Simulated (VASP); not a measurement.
# GaP (F-43m) in VASP: a series of runs

The runs below take GaP through G0W0 quasiparticle levels, with PBE.

Everything below comes from runs of VASP 6.6.1. Logs are shortened: lines on timing, memory, paths and dates and some standing lists are left out, and cuts for length are marked.

## (1) The crystal as given

Symmetry: F-43m, No. 216, cubic system. Conventional cell: a = 5.451 Å, b = 5.451 Å, c = 5.451 Å, α = 90.00°, β = 90.00°, γ = 90.00°. Ga (site symmetry -43m) is surrounded by 4 P at 2.36 Å. P (site symmetry -43m) is surrounded by 4 Ga at 2.36 Å.

## (2) G0W0 quasiparticle levels, PBE

POSCAR

```
GaP
1.0
    0.0000000000      2.7252500000      2.7252500000
    2.7252500000      0.0000000000      2.7252500000
    2.7252500000      2.7252500000      0.0000000000
Ga P
1 1
Direct
    0.0000000000      0.0000000000      0.0000000000
    0.7500000000      0.7500000000      0.7500000000
```

INCAR.step1

```
ALGO = Fast
EDIFF = 1E-8
ENCUT = 450
GGA = PE
ISMEAR = 0
LASPH = T
LCHARG = F
LREAL = F
LWAVE = T
NELM = 100
PREC = Accurate
SIGMA = 0.01
```

INCAR.step2

```
ALGO = Exact
EDIFF = 1E-8
ENCUT = 450
GGA = PE
ISMEAR = 0
ISTART = 1
LASPH = T
LCHARG = F
LOPTICS = T
LREAL = F
LWAVE = T
NBANDS = 106
NELM = 1
PREC = Accurate
SIGMA = 0.01
```

INCAR.step3

```
ALGO = EVGW0
EDIFF = 1E-8
ENCUT = 450
ENCUTGW = 75
GGA = PE
ISMEAR = 0
ISTART = 1
LASPH = T
LCHARG = F
LREAL = F
LWAVE = F
NBANDS = 106
NBANDSGW = 17
NELMGW = 1
NOMEGA = 48
PREC = Accurate
PRECFOCK = Fast
SIGMA = 0.01
```

KPOINTS

```
k-points
0
Gamma
  3 3 3
```

Potentials or basis: VASP PAW PBE potentials, release 64 (Ga_d_GW, P_GW).

Started as:

```bash
> cat potpaw_PBE.64/Ga_d_GW/POTCAR potpaw_PBE.64/P_GW/POTCAR > POTCAR
> cp INCAR.step1 INCAR
> mpirun -np 1 vasp_std > vasp.out
> cp INCAR.step2 INCAR
> mpirun -np 1 vasp_std > vasp.out
> cp INCAR.step3 INCAR
> mpirun -np 1 vasp_std > vasp.out
```

OUTCAR:

```text
EDIFF = 1E-8
   ENCUT = 450
   ENCUTGW = 75
   GGA = PE
   ISMEAR = 0
   ISTART = 1
   LASPH = T
   LREAL = F
   NELMGW = 1
   PREC = Accurate
   PRECFOCK = Fast

 Found      4 irreducible k-points:

 Following reciprocal coordinates:
            Coordinates               Weight
  0.000000  0.000000  0.000000      1.000000
  0.333333  0.000000  0.000000      8.000000
  0.333333  0.333333  0.000000      6.000000
 -0.333333  0.333333  0.000000     12.000000
   k-points           NKPTS =      4   k-points in BZ     NKDIM =     27   number of bands    NBANDS=    106
   number of dos      NEDOS =    301   number of ions     NIONS =      2
   total plane-waves  NPLWV =  21952
   dimension x,y,z NGX =    28 NGY =   28 NGZ =   28
   dimension x,y,z NGXF=    56 NGYF=   56 NGZF=   56
   ions per type =               1   1
   NGX,Y,Z   is equivalent  to a cutoff of  12.08, 12.08, 12.08 a.u.
   NGXF,Y,Z  is equivalent  to a cutoff of  24.16, 24.16, 24.16 a.u.
 SYSTEM =  unknown system
   PREC   = accura    normal or accurate (medium, high low for compatibility)
   ISTART =      1    job   : 0-new  1-cont  2-samecut
   ICHARG =      0    charge: 1-file 2-atom 10-const
   ISPIN  =      1    spin polarized calculation?
   LNONCOLLINEAR =      F non collinear calculations
   LSORBIT =      F    spin-orbit coupling
   LASPH  =      T    aspherical Exc in radial PAW
   ENCUT  =  450.0 eV  33.07 Ry    5.75 a.u.   6.67  6.67  6.67*2*pi/ulx,y,z
   NELM   =     60;   NELMIN=  2; NELMDL=  0     # of ELM steps
   EDIFF  = 0.1E-07   stopping-criterion for ELM
   LREAL  =      F    real-space projection
   EDIFFG = 0.1E-06   stopping-criterion for IOM
   NSW    =      0    number of steps for IOM
   IBRION =     -1    ionic relax: 0-MD 1-quasi-New 2-CG
   NFREE  =      0    steps in history (QN), initial steepest desc. (CG)
   ISIF   =      0    stress and relaxation
   ISYM   =      3    0-nonsym 1-usesym 2-fastsym
   POTIM  = 0.5000    time-step for ionic-motion
   TEBEG  =    0.0;   TEEND  =   0.0 temperature during run
   PSTRESS=    0.0 pullay stress
   NELECT =      18.0000    total number of electrons
   NUPDOWN=      -1.0000    fix difference up-down
   EMIN   =  10.00;   EMAX   =-10.00  energy-range for DOS
   EFERMI =   0.00;   METHOD = LEGACY
   ISMEAR =     0;   SIGMA  =   0.01  broadening in eV -4-tet -1-fermi 0-gaus
   EFERMI_NEDOS =   21; number of points for ismear=-14 and -15
   IALGO  =     38    algorithm
   IMIX   =      4    mixing-type and parameters
     AMIX     =   0.40;   BMIX     =  1.00
     AMIX_MAG =   1.60;   BMIX_MAG =  1.00
  volume/ion in A,a.u.               =      20.24       136.59
  Fermi-wavevector in a.u.,A,eV,Ry     =   1.249538  2.361284 21.243377  1.561344
  Thomas-Fermi vector in A             =   2.383574
   LORBIT       =      0    0 simple, 1 ext, 2 COOP (PROOUT), +10 PAW based schemes
   GGA     = PE    functional components
   LHFCALC =     T    Hartree Fock is set to
   PRECFOCK=fast      Normal, Fast or Accurate (Low or Medium for compatibility)
   ENCUT4O =  -1.0   cutoff for four orbital integrals eV
   NKREDX  =     1    reduce k-point grid by
   NKREDY  =     1    reduce k-point grid by
   NKREDZ  =     1    reduce k-point grid by
   AEXX    =    1.0000 exact exchange contribution
   HFSCREEN=    0.0000 screening length (either q_TF or 0.3 A-1)
   HFSCREENC=   0.0000 screening length for correlation (either q_TF or 0.3 A-1)
   ENCUTFOCK=  -1.0 apply spherical cutoff to Coloumb kernel
   IVDW    =     0    specifies the selected vdW correction
   LEPSILON=     F    determine dielectric tensor
   LRPA    =     F    only Hartree local field effects (RPA)
   LRPAFORCE           =     F    calculate RPA forces
   ENCUTGW             =  75.0    cutoff for response function in eV
   ENCUTGWSOFT         =  60.0    soft cutoff for Coulomb kernel in GW response function in eV
   ENCUTLF             =  -1.0    cutoff for local field effects
   NELMGW              =     1    number of iterations in solving QP/BSE equation
   NELMHF              =     1    number of iterations in the inner HF iteration
   NKREDLFX            =     1    NKREDLFY  =   1   NKREDLFZ  =   1
 non-spin polarized calculation
 Gauss-broadening in eV      SIGMA  =   0.01
  energy-cutoff  :      450.00
  volume of cell :       40.48
 maximum number of plane-waves:       893
 NGX is ok and might be reduce to    28
  NGX = 16; NGY = 16; NGZ = 16
   NGX = 13   NGY = 13   NGZ = 13
 maximum number of plane-waves:        64
 NGX is ok and might be reduce to    14

 QP shifts <psi_nk| G(iteration)W_0 |psi_nk>: iteration 1
 for sc-GW calculations column KS-energies equals QP-energies in previous step
 and V_xc(KS)=  KS-energies - (<T + V_ion + V_H > + <T+V_H+V_ion>^1  + <V_x>^1)

 k-point   1 :       0.0000    0.0000    0.0000
  band No.  KS-energies  QP-energies   sigma(KS)   V_xc(KS)     V^pw_x(r,r')   Z            occupation Imag(sigma)

      1     -10.1855     -13.2793     -26.1374     -21.6845     -35.0252       0.6948       2.0000       0.2548
      2     -10.1855     -13.2793     -26.1374     -21.6845     -35.0252       0.6948       2.0000       0.2548
      3     -10.1855     -13.2793     -26.1374     -21.6845     -35.0252       0.6948       2.0000       0.2548
      4     -10.0899     -13.2207     -26.2998     -21.8031     -35.1436       0.6962       2.0000       0.2206
      5     -10.0899     -13.2207     -26.2998     -21.8031     -35.1436       0.6962       2.0000       0.2206
      6      -8.0299      -8.4146     -11.8966     -11.3535     -18.6291       0.7083       2.0000       1.2182
[... 9 lines left out ...]
     16      14.1509      14.4719     -10.4039     -10.8284      -4.9890       0.7563       0.0000      -0.2564
     17      16.8528      16.7014      -8.3616      -8.1664      -2.3911       0.7757       0.0000      -0.5177

 k-point   2 :       0.3333    0.0000    0.0000
  band No.  KS-energies  QP-energies   sigma(KS)   V_xc(KS)     V^pw_x(r,r')   Z            occupation Imag(sigma)

      1     -10.2449     -13.2566     -25.7412     -21.4019     -34.6068       0.6941       2.0000       0.2862
      2     -10.1656     -13.2734     -26.1813     -21.7194     -35.0663       0.6965       2.0000       0.2528
      3     -10.1656     -13.2734     -26.1813     -21.7194     -35.0663       0.6965       2.0000       0.2528
      4     -10.0862     -13.2319     -26.3094     -21.8122     -35.1585       0.6995       2.0000       0.2192
      5     -10.0862     -13.2319     -26.3094     -21.8122     -35.1585       0.6995       2.0000       0.2192
      6      -6.7233      -7.1291     -12.5400     -11.9516     -18.9041       0.6897       2.0000       0.9404
[... 9 lines left out ...]
     16      14.1473      14.0446      -8.2830      -8.1523      -2.6893       0.7857       0.0000      -0.3681
     17      19.2487      19.3534      -9.5656      -9.7041      -3.0812       0.7561       0.0000      -0.7201

 k-point   3 :       0.3333    0.3333    0.0000
  band No.  KS-energies  QP-energies   sigma(KS)   V_xc(KS)     V^pw_x(r,r')   Z            occupation Imag(sigma)

      1     -10.2749     -13.2570     -25.6946     -21.3727     -34.5686       0.6900       2.0000       0.2895
      2     -10.1380     -13.2763     -26.2599     -21.7800     -35.1478       0.7005       2.0000       0.2497
      3     -10.1380     -13.2763     -26.2599     -21.7800     -35.1478       0.7005       2.0000       0.2497
      4     -10.1153     -13.2166     -26.2050     -21.7282     -35.0419       0.6928       2.0000       0.2233
      5     -10.0738     -13.2366     -26.3334     -21.8336     -35.1855       0.7029       2.0000       0.2156
      6      -6.2578      -6.6639     -12.5993     -12.0133     -18.7791       0.6930       2.0000       0.8645
[... 9 lines left out ...]
     16      18.8867      18.9791      -9.2715      -9.3929      -2.9341       0.7607       0.0000      -0.6670
     17      19.8687      20.1392     -10.6503     -11.0084      -3.9445       0.7554       0.0000      -0.9118

 k-point   4 :      -0.3333    0.3333    0.0000
  band No.  KS-energies  QP-energies   sigma(KS)   V_xc(KS)     V^pw_x(r,r')   Z            occupation Imag(sigma)

      1     -10.2739     -13.2524     -25.6503     -21.3467     -34.5251       0.6921       2.0000       0.2967
      2     -10.1480     -13.2747     -26.2214     -21.7434     -35.0963       0.6982       2.0000       0.2467
      3     -10.1366     -13.2802     -26.2602     -21.7834     -35.1500       0.7022       2.0000       0.2501
      4     -10.1004     -13.2245     -26.2642     -21.7746     -35.1095       0.6958       2.0000       0.2203
      5     -10.0831     -13.2370     -26.3076     -21.8123     -35.1572       0.7016       2.0000       0.2167
      6      -5.2808      -5.7050     -13.2490     -12.6406     -19.1783       0.6974       2.0000       0.7350
[... 9 lines left out ...]
     16      19.4742      19.5254      -9.1296      -9.1973      -2.7823       0.7556       0.0000      -0.6693
     17      20.2154      20.4886     -10.2746     -10.6356      -3.3956       0.7569       0.0000      -0.9059
```

It took 40 s on 1 thread of Intel Xeon Platinum 8259CL at 2.50GHz (Skylake/Cascade Lake), shared host; peak memory 0.25 GiB.

These settings aren't checked as converged: the numbers below hold their error.

Results:

* Band gap on the k mesh, mean-field level: 1.70 eV, indirect (least direct gap 1.80 eV)
* Quasiparticle gap: 2.15 eV
* Least direct quasiparticle gap: 2.71 eV

Caveat: the k mesh is coarse (spacing up to 0.67 Å⁻¹), so the values aren't converged; bands, screening cutoff and mesh are small and nothing is extrapolated, so the quasiparticle values aren't converged; an odd mesh through Γ misses points on the zone boundary, where band edges often lie.

(Continued in part 2 of 4.)
